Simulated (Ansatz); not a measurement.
MgO2:

```
Mg O
1.0
     1.60476    0.92651    3.49398
    -1.60476    0.92651    3.49398
     0.00000   -1.85302    3.49398
Mg O
1 2
Direct
  0.00000 0.00000 0.00000
  0.57121 0.57121 0.57121
  0.42879 0.42879 0.42879
```

The cell comes from a database or a generator and needn't be the stable form of this composition.

| Property | Result |
| --- | --- |
| Program | Ansatz 0.2.0 |
| Task | relaxation of cell and atoms |
| Functional | PBEsol |
| Potentials or basis | Ansatz PAW earlier set |
| Cutoff | 930 eV (not typed: the program's choice for these potentials) |
| k mesh | 10 × 10 × 10 |
| Occupations | fermi-dirac, width 0.05 eV |
| Spin | no spin polarisation |

At the start: volume 10.39 Å³/atom.

Question: Where does the relaxation end?

Answer: It ends after 5 steps and the volume is 10.02 Å³/atom (-3.6 %); space group R-3m (No. 166, to 0.05 Å).

The path:
| step | energy change (eV) | largest force (eV/Å) | volume (Å³) |
| --- | --- | --- | --- |
| 1 | 0.0000 | 0.2929 | 31.17 |
| 2 | -0.0122 | 0.1544 | 30.67 |
| 3 | -0.0178 | 0.0195 | 30.00 |
| 4 | -0.0178 | 0.0023 | 30.05 |
| 5 | -0.0177 | 0.0022 | 30.05 |

Final structure:
```yaml
crystal:
  lattice:
    - [1.58393, 0.91448, 3.45771]
    - [-1.58393, 0.91448, 3.45771]
    - [0.00000, -1.82897, 3.45771]
  atoms:
    - { symbol: Mg, position: [0.00000, 0.00000, 0.00000] }
    - { symbol: O, position: [0.57088, 0.57088, 0.57088] }
    - { symbol: O, position: [0.42912, 0.42912, 0.42912] }
```

Caveat: the plane-wave basis is chosen anew once the cell has moved, so the energies of steps on either side of that aren't comparable; the PAW data sets come from PBE, with cores solved anew for the run's functional, which leaves a small shift of forces and pressure.
